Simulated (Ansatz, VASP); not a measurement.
B: VASP beside Ansatz

INCAR

```
SYSTEM = B
PREC     = Accurate       ! precision mode
ENCUT    = 520            ! plane-wave cutoff, eV
EDIFF    = 1E-6           ! SCF threshold, eV
ISMEAR   = -1             ! smearing method
SIGMA    = 0.1            ! smearing width, eV
LREAL    = .False.        ! projectors in reciprocal space
LASPH    = .True.         ! aspherical terms in the spheres
NELM     = 100            ! most SCF steps
ALGO     = Normal         ! electronic algorithm
ISIF     = 2              ! what is computed and relaxed
LWAVE    = .False.        ! write WAVECAR
LCHARG   = .False.        ! write CHGCAR
GGA      = B5             ! functional
ALDAX    = 1.0          
AGGAX    = 1.0          
AGGAC    = 1.0          
ALDAC    = 0.0          
NBANDS   = 8              ! bands
```

The input KPOINTS:

```
regular mesh
0
Gamma
  18 18 18
  0 0 0
```

POSCAR

```
B
1.0
    1.9056841825      0.0000000000      0.0000000000
    0.0000000000      1.9056841825      0.0000000000
    0.0000000000      0.0000000000      1.9056841825
B
1
Direct
    0.0000000000      0.0000000000      0.0000000000
```

Input for Ansatz:

```yaml
crystal:
  lattice:
    - [1.9056841825, 0.0, 0.0]
    - [0.0, 1.9056841825, 0.0]
    - [0.0, 0.0, 1.9056841825]
  atoms:
    - { symbol: B, position: [0.0, 0.0, 0.0] }
hamiltonian:
  xc: blyp
  pseudopotentials:
    kind: paw
    azcp:
      B: "pseudopotentials/B.paw.azcp"
basis:
  ecutwfc: 420
  fft_grid_basis: typed
kpoints:
  mp_grid: { grid: [18, 18, 18], shift: [0, 0, 0] }
magnetization:
  spin_polarized: false
scf:
  occupations: { method: fermi_dirac, width: 0.1 }
  lower_state_search: "off"
output:
  stress: true
```

Alike in both runs: task single point; functional BLYP; k mesh 18 × 18 × 18; occupations fermi-dirac, width 0.1 eV; no spin polarisation.

|  | VASP | Ansatz |
| --- | --- | --- |
| version | VASP 6.6.1 | Ansatz 0.2.0 |
| potentials or method | VASP PAW PBE potentials, release 64 (B) | plane waves (420 eV) with PAW, scalar-relativistic |
| plane-wave cutoff (eV) | 520 | 420 |
| valence electrons in the cell | 3 | 3 |

|  | VASP | Ansatz | Ansatz less VASP |
| --- | --- | --- | --- |
| pressure (GPa) | 0.7 | 0.6 | -0.17 |

Caveats: the PAW data sets were made with another functional, which shifts forces and pressure a little (VASP).
